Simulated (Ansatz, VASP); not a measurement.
# One calculation of Mg, two programs

File INCAR:

```
PREC = Accurate
ENCUT = 520
EDIFF = 1E-6
ISMEAR = 0
SIGMA = 0.1
LREAL = False
LASPH = True
NELM = 100
ALGO = Normal
ISIF = 2
LWAVE = False
LCHARG = False
GGA = PE
NBANDS = 9
```

Contents of KPOINTS:

```
Automatic mesh
0
Gamma
  12 12 8
```

The input POSCAR:

```
Mg
1.0
    3.3535924733      0.0000000000      0.0000000000
   -1.6767962366      2.9042962758      0.0000000000
    0.0000000000      0.0000000000      5.2883286401
Mg
2
Direct
    0.3333333333      0.6666666667      0.2500000000
    0.6666666667      0.3333333333      0.7500000000
```

Input for Ansatz:

```yaml
crystal:
  lattice:
    - [3.3535924733, 0.0, 0.0]
    - [-1.6767962366, 2.9042962758, 0.0]
    - [0.0, 0.0, 5.2883286401]
  atoms:
    - { symbol: Mg, position: [0.3333333333, 0.6666666667, 0.25] }
    - { symbol: Mg, position: [0.6666666667, 0.3333333333, 0.75] }
basis:
  ecutwfc: 420
kpoints:
  mp_grid: { grid: [12, 12, 8] }
hamiltonian:
  xc: pbe
scf:
  occupations: { method: gaussian, width: 0.1 }
output:
  forces: true
  stress: true
  eigenvalues: true
```

Alike in both runs: task single point; functional PBE; k mesh 12 × 12 × 8; occupations gaussian, width 0.1 eV; no spin polarisation.

```csv
,VASP,Ansatz
version,VASP 6.6.1,Ansatz 0.2.0
potentials or method,"VASP PAW PBE potentials, release 64 (Mg)","scalar-relativistic, plane waves, PAW"
plane-wave cutoff (eV),520,420
valence electrons in the cell,4,20
```

Ansatz gave:

- gap on the k mesh at the Fermi level (eV): none
- pressure (GPa): -3.3
- largest component of the traceless stress (GPa): 0.15

Problem. Which values does VASP return?

Solution. gap on the k mesh at the Fermi level (eV): none; pressure (GPa): -3.4; largest component of the traceless stress (GPa): 0.14.

A gap of «none» marks a metal or a gap that the smearing closes. The two sets of potentials don't hold the same shells in valence.
